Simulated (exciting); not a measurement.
Runs of exciting (release sodium) on MgS. The structure is cubic, space group F-43m (No. 216). The conventional cell has a = 5.666 Å, b = 5.666 Å, c = 5.666 Å, α = 90.00°, β = 90.00°, γ = 90.00°. S (site symmetry -43m) has 4 Mg at 2.45 Å as nearest neighbours. Mg (site symmetry -43m) is surrounded by 4 S at 2.45 Å. The cell comes from a database or a generator and needn't be the stable form of this composition.

| task | level | potentials or basis | k mesh | smearing | lmaxapw (and lmaxmat) | valence relativity | epspot | method | first band of the group | rgkmax | mesh quality | gap on the mesh (eV) |
| --- | --- | --- | --- | --- | --- | --- | --- | --- | --- | --- | --- | --- |
| single point | PBEsol | all-electron LAPW+lo, shipped species files, valence relativity iora* | 8 × 8 × 8 | fermi-dirac 0.05 eV | 10 | iora* | 1e-05 Ha | - | - | 7.5 | not flagged | 3.28 |
| Wannier functions | LDA | all-electron LAPW+lo, shipped species files, valence relativity iora* | 7 × 7 × 7 | gaussian 0.005 eV | 10 | iora* | 1e-05 Ha | opfmax | 6 | 6 | not flagged | (a) |
| phonons | PBEsol | all-electron LAPW+lo, shipped species files, valence relativity zora | 6 × 6 × 6 | gaussian 0.005 eV | 8 | zora | 1e-07 Ha | - | - | 6 | not flagged | 3.28 |
| Wannier functions | PBEsol | all-electron LAPW+lo, shipped species files, valence relativity iora* | 4 × 4 × 4 | gaussian 0.005 eV | 10 | iora* | 1e-05 Ha | opfmax | 6 | 6 | coarse | 3.27 |

Alike in all rows: no spin polarisation; cell as given.

Q: Estimate the missing entries.

A: (a) 3.17.

Caveats: some runs use coarse meshes; an odd mesh through Γ misses points on the zone boundary, where band edges often lie (some runs); imaginary frequencies would show as zero here, so a zero away from Γ can hide an instability (some runs); at Γ the modes are those without the macroscopic field, so the longitudinal optical ones aren't split off (some runs).

Not every run made on this cell is shown here.
